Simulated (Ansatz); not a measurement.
Runs of Ansatz 0.2.0 on HfC. Symmetry: Fm-3m, No. 225, cubic system. The conventional cell has a = 4.650 Å, b = 4.650 Å, c = 4.650 Å, α = 90.00°, β = 90.00°, γ = 90.00°. Around Hf (site symmetry m-3m) lie 6 C at 2.33 Å. C (site symmetry m-3m) has 6 Hf at 2.33 Å as nearest neighbours. 

```tsv
task	level	potentials or basis	spin	cell	cutoff (eV)	smearing	basis error allowed	gap on the mesh (eV)	pressure (GPa)	relaxed volume (Å³/atom)
single point	PBE	all-electron LAPW, scalar-relativistic	off	as given	303	gaussian 0.028 eV	0.001 eV/atom	none	0.3	-
single point	PBEsol	all-electron LAPW, scalar-relativistic	off	as given	302	gaussian 0.05 eV	0.001 eV/atom	none	-6.5	-
band structure	PBEsol	all-electron LAPW, scalar-relativistic	off	as given	302	fermi-dirac 0.05 eV	0.001 eV/atom	-	-6.5	-
single point	PBE	all-electron LAPW, scalar-relativistic	off	as given	303	gaussian 0.023 eV	0.001 eV/atom	none	0.3	-
band structure	revPBE	all-electron LAPW, scalar-relativistic	off	as given	302	fermi-dirac 0.05 eV	0.001 eV/atom	-	3.2	-
relaxation of cell and atoms	RPBE	all-electron LAPW, scalar-relativistic	off	relaxed	-	fermi-dirac 0.05 eV	0.001 eV/atom	-	0.0	12.80
density of states	PBEsol	all-electron PAW datasets made for the crystal	off	as given	400	fermi-dirac 0.05 eV	-	none	-6.5	-
single point	PBE	all-electron LAPW, scalar-relativistic	off	as given	303	gaussian 0.021 eV	0.001 eV/atom	none	0.3	-
single point	PBE	all-electron LAPW, scalar-relativistic	off	as given	303	gaussian 0.03 eV	0.001 eV/atom	none	0.3	-
relaxation of cell and atoms	revPBE	all-electron LAPW, scalar-relativistic	off	relaxed	-	fermi-dirac 0.05 eV	0.001 eV/atom	-	0.0	(a)
single point	PBE	all-electron LAPW, scalar-relativistic	off	as given	303	gaussian 0.027 eV	0.001 eV/atom	none	0.3	-
phonons	r2SCAN+D3(BJ)	all-electron PAW datasets made for the crystal	collinear, random start	as given	400	gaussian 0.15 eV	-	none	-	-
```

Alike in all rows: k mesh 10 × 10 × 10.

Question: Estimate the missing entries.

Answer: (a) 12.75.

Caveats: the program warned that the printed levels may be off, so bands, gaps and densities of states are rough (some runs); the program listed the state as in doubt (some runs); pairwise dispersion overbinds metals, which lowers pressure and volume (some runs).

A k mesh can miss the band edges, and the runs leave out spin-orbit coupling on Hf.

A gap of «none» marks a metal or a gap under the smearing width.

Not every run made on this cell is shown here.
